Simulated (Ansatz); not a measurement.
Computed with DFT PBE, scalar-relativistic, plane waves, PAW (Ansatz 0.2.0). All cells share a 420 eV cutoff and Γ-centred k meshes spaced at most about 0.3 Å⁻¹ (about 0.25 or finer for metals, 2π included). No spin polarisation.

Each guess is relaxed in cell and atoms at zero pressure, on a coarse mesh first where it starts far from rest and then on a converged one. The steps can't lower the symmetry of the start, but it can rise. Energies are static (0 K, no zero-point motion).

Two unrelaxed guesses for InH:

Guess 1.

Space group Fm-3m (No. 225). a = 5.070 Å, b = 5.070 Å, c = 5.070 Å, α = 90.00°, β = 90.00°, γ = 90.00°
```tsv
atom	site	symmetry	x	y	z
In	4b	m-3m	0.5000	0.0000	0.0000
H	4a	m-3m	0.0000	0.0000	0.0000
```

Guess 2.

Space group Pmmn:1 (No. 59). a = 2.805 Å, b = 3.638 Å, c = 6.184 Å, α = 90.00°, β = 90.00°, γ = 90.00°
```
atom  site  symmetry       x       y       z
  In    2a       mm2  0.0000  0.0000  0.7213
   H    2b       mm2  0.0000  0.5000  0.9527
```

Question: Do they relax into the same structure? If not, which is lower?

Answer: No. Guess 2 ends lower, by 175 meV/atom. Guess 1: Fm-3m at 16.3 Å³/atom → Fm-3m (rock salt type) at 15.9 Å³/atom; Guess 2: Pmmn at 15.8 Å³/atom → Pmmn at 16.9 Å³/atom. Counting H atoms around In (those within 1.25 times the shortest such distance or 1.15 times the sum of covalent radii; the shortest distance is added where it is long for a bond), the end of guess 1 has In 6 from 2.5 Å and the end of guess 2 has In 4. End of guess 1. Conventional cell: a = 5.028 Å. In has 6 H at 2.51 Å; around H lie 6 In at 2.51 Å. End of guess 2. Conventional cell: a = 3.602 Å, b = 3.836 Å, c = 4.903 Å. In has 4 H at 2.27–2.29 Å; H has 4 In at 2.27–2.29 Å and 4 H at 2.64 Å.

Ends held by symmetry can be saddle points. Neither end is the lowest form computed: that has space group P6/mmm (No. 191) and lies 30 meV/atom below the better end. Even the lowest of the cells shown lies +0.31 eV/atom against the elements. With hydrogen, zero-point motion can shift such differences by 10 meV/atom or more. Some types were kept out of the candidates beforehand, so the set may lack a known form.
